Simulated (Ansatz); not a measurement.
# Ni (diamond type): a single-point run

The task is a single-point run on Ni (diamond type). The structure is shown as the input types it.

Program: Ansatz 0.2.0. Level of theory: DFT, PBE, PAW with Ansatz's default frozen-core files, scalar-relativistic. These are calculated values, not measurements.

### 1 Starting point

It takes space group Fd-3m (No. 227, cubic). Conventional cell: a = 4.739 Å, b = 4.739 Å, c = 4.739 Å, α = 90.00°, β = 90.00°, γ = 90.00°. Ni (site symmetry -43m) is surrounded by 4 Ni at 2.05 Å.

As a file:

```
CELL_PARAMETERS angstrom
0.00000 2.36964 2.36964
2.36964 0.00000 2.36964
2.36964 2.36964 0.00000
ATOMIC_POSITIONS crystal
Ni 0.87500 0.87500 0.87500
Ni 0.12500 0.12500 0.12500
```

### 2 The calculation

Input file input.yaml:

```yaml
crystal:
  lattice:
    - [0.0, 2.3696427513, 2.3696427513]
    - [2.3696427513, 0.0, 2.3696427513]
    - [2.3696427513, 2.3696427513, 0.0]
  atoms:
    - { symbol: Ni, position: [-0.125, -0.125, -0.125], spin: 1.0 }
    - { symbol: Ni, position: [0.125, 0.125, 0.125], spin: 1.0 }
magnetization:
  spin_polarized: true
kpoints:
  mp_grid: { grid: [14, 14, 14] }
scf:
  occupations: { method: fermi_dirac, width: 0.1 }
  mixing: { algorithm: anderson, beta: 0.001, ndim: 1 }
  max_iter: 80
hamiltonian:
  xc: pbe
  pseudopotentials: { kind: paw }
output:
  forces: true
  stress: true
  eigenvalues: true
  populations: true
```

Command:

```console
$ ansatz run input.yaml --threads 1 --pin off --max-ram 3072MiB --backend cpu --events-out ev --progress --plain --runs-dir out
```

Q: Will this input give a usable result? If not, why, and what should change?

The run converged and reported no error, with warnings (stability check not made). It gives a pressure of 34 GPa, which is large; a structure far from rest gives such values too, whatever the setting.

The suspect setting: scf.mixing.algorithm is anderson; scf.mixing.beta is 0.001; scf.mixing.ndim is 1. The risk: mixing too weak. The residual crept for many cycles and then fell at once, which so weak a step can't do by itself: the program changed its mixing. Several mixing settings were changed at once, so this run can't tell how much each is to blame.

The test: delete scf.mixing.algorithm, scf.mixing.beta and scf.mixing.ndim (the default then holds).
